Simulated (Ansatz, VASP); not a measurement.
**One calculation of SrO, two programs**

```
Sr O
1.0
     0.00000    2.69829    2.56980
     2.69829    0.00000    2.56980
     2.69829    2.69829    0.00000
Sr O
1 1
Direct
  0.00000 0.00000 0.00000
  0.50000 0.50000 0.50000
```

Change from the starting cell: strain +0.050 along x and y, +0.000 along z, atoms carried along.

Alike in both runs: task single point; functional LDA; k mesh 8 × 8 × 8; occupations gaussian, width 0.05 eV; no spin polarisation.

|  | VASP | Ansatz |
| --- | --- | --- |
| version | VASP 6.6.1 | Ansatz 0.2.0 |
| potentials or method | VASP PAW LDA potentials, release 64 (Sr_sv, O) | scalar-relativistic, plane waves, PAW |
| plane-wave cutoff (eV) | 520 | 420 |
| valence electrons in the cell | 16 | 16 |

|  | VASP | Ansatz | Ansatz less VASP |
| --- | --- | --- | --- |
| gap on the k mesh at the Fermi level (eV) | 2.95 | 3.00 | +0.053 |
| least direct gap on the mesh (eV) | 3.03 | 3.04 | +0.009 |
| pressure (GPa) | -9.9 | -10.4 | -0.43 |
| largest component of the traceless stress (GPa) | 2.43 | 2.23 | -0.194 |

A k mesh can miss the band edges.
